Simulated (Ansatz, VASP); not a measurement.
## Si in VASP and in Ansatz

The input INCAR:

```
SYSTEM = Si
PREC = Accurate
ENCUT = 520
EDIFF = 1E-6
ISMEAR = -1
SIGMA = 0.08
LREAL = .False.
LASPH = .True.
NELM = 60
ALGO = Normal
ISIF = 2
LWAVE = .False.
LCHARG = .False.
GGA = PE
NBANDS = 11
```

KPOINTS

```
Automatic mesh
0
Gamma
  11 11 11
  0 0 0
```

The input POSCAR:

```
Si
1.0
    0.0000000000      2.7154700000      2.7697794000
    2.7154700000      0.0000000000      2.7697794000
    2.7154700000      2.7154700000      0.0000000000
Si
2
Direct
    0.5000000000      0.5000000000      0.5000000000
    0.7500000000      0.7500000000      0.7500000000
```

Input for Ansatz:

```yaml
crystal:
  lattice:
    - [0.0, 2.71547, 2.7697794]
    - [2.71547, 0.0, 2.7697794]
    - [2.71547, 2.71547, 0.0]
  atoms:
    - { symbol: Si, position: [0.5, 0.5, 0.5] }
    - { symbol: Si, position: [0.75, 0.75, 0.75] }
kpoints:
  mp_grid: { grid: [11, 11, 11] }
  band_path:
    path:
      - [0.0, 0.0, 0.0]
      - [0.0, 0.5, 0.5]
      - [0.25, 0.75, 0.5]
      - [0.0, 0.5, 0.0]
      - [0.0, 0.0, 0.0]
      - [0.5, 0.5, 0.0]
      - [0.3701460977, 0.6298539023, 0.0]
      - [-0.3701460977, 0.3701460977, 0.0]
      - [0.0, 0.0, 0.0]
    npoints: 5
scf:
  occupations: { method: fermi_dirac, width: 0.08 }
hamiltonian:
  xc: pbe
  pseudopotentials: { kind: all_electron, lapw: { basis_error: 0.00025 } }
output:
  forces: true
  stress: true
  eigenvalues: true
```

Change from the starting cell: zz strain of +2 %.

Alike in both runs: task single point; functional PBE; k mesh 11 × 11 × 11; occupations fermi-dirac, width 0.08 eV; no spin polarisation.

|  | VASP | Ansatz |
| --- | --- | --- |
| version | VASP 6.6.1 | Ansatz 0.2.0 |
| potentials or method | VASP PAW PBE potentials, release 64 (Si) | all-electron LAPW, scalar-relativistic |
| plane-wave cutoff (eV) | 520 | see its input |

|  | VASP | Ansatz | Ansatz less VASP |
| --- | --- | --- | --- |
| pressure (GPa) | 0.1 | 0.1 | +0.05 |
| largest component of the traceless stress (GPa) | 1.31 | 1.31 | -0.003 |

Ansatz ran all-electron here, so the differences hold the error of VASP's frozen core and of both bases.

Caveats: an odd mesh through Γ misses points on the zone boundary, where band edges often lie.
